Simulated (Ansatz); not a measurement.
A run of Ansatz 0.2.0 is set up as follows.

input

```
crystal:
  lattice:
    - [0.0, 1.964776, 1.964776]
    - [1.964776, 0.0, 1.964776]
    - [1.964776, 1.964776, 0.0]
  atoms:
    - { symbol: Zn, position: [0.0, 0.0, 0.0] }
hamiltonian:
  xc: b3lyp
  pseudopotentials: { kind: paw }
kpoints:
  mp_grid: { grid: [6, 6, 6] }
scf:
  occupations: { method: fermi_dirac, width: 0.05 }
output:
  forces: true
  stress: true
  eigenvalues: true
relax:
  f_tol: 0.01
  max_steps: 40
  cell: { stress_tol: 0.05 }
```

Problem. Estimate the relaxed cell.

Solution. a = 2.823 Å, b = 2.823 Å, c = 2.823 Å, α = 60.00°, β = 60.00°, γ = 60.00°.

Problem. Predict the space group after relaxing (to 0.05 Å).

Solution. Fm-3m (No. 225).

Step by step:
```
step  energy change (eV)  largest force (eV/Å)  volume (Å³)
   1              0.0000                0.0000        15.17
   2             -0.0064                0.0000        15.69
   3             -0.0069                0.0000        15.89
   4             -0.0069                0.0000        15.91
   5             -0.0074                0.0000        15.91
```

Caveat: the k mesh is coarse (spacing up to 0.46 Å⁻¹), so the values aren't converged, least of all with exact exchange; the plane-wave basis is chosen anew once the cell has moved, so the energies of steps on either side of that aren't comparable; the PAW data sets come from PBE, with cores solved anew for the run's functional, which leaves a small shift of forces and pressure.
